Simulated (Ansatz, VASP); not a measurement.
**Mo in VASP and in Ansatz**

```
CELL_PARAMETERS angstrom
-1.58030 1.58030 1.58030
1.58030 -1.58030 1.58030
1.58030 1.58030 -1.58030
ATOMIC_POSITIONS crystal
Mo 0.00000 0.00000 0.00000
```

Alike in both runs: functional PBE; k mesh 18 × 18 × 18; occupations gaussian, width 0.1 eV; no spin polarisation.

Ansatz relaxed the structure, and its values are those at the end. VASP's run is a single point on that final structure, the one shown.

|  | VASP | Ansatz |
| --- | --- | --- |
| version | VASP 6.6.1 | Ansatz 0.2.0 |
| potentials or method | VASP PAW PBE potentials, release 64 (Mo_sv) | scalar-relativistic, plane waves, PAW |
| plane-wave cutoff (eV) | 520 | 420 |
| valence electrons in the cell | 14 | 14 |

VASP gave:

```
gap on the k mesh at the Fermi level (eV) : none
pressure (GPa)                            : 0.5
```

What did Ansatz give for the same quantities?

gap on the k mesh at the Fermi level (eV): none; pressure (GPa): 0.0.

A gap of «none» marks a metal or a gap that the smearing closes. With one functional, cell and mesh, what is left measures potentials, basis and numerics.
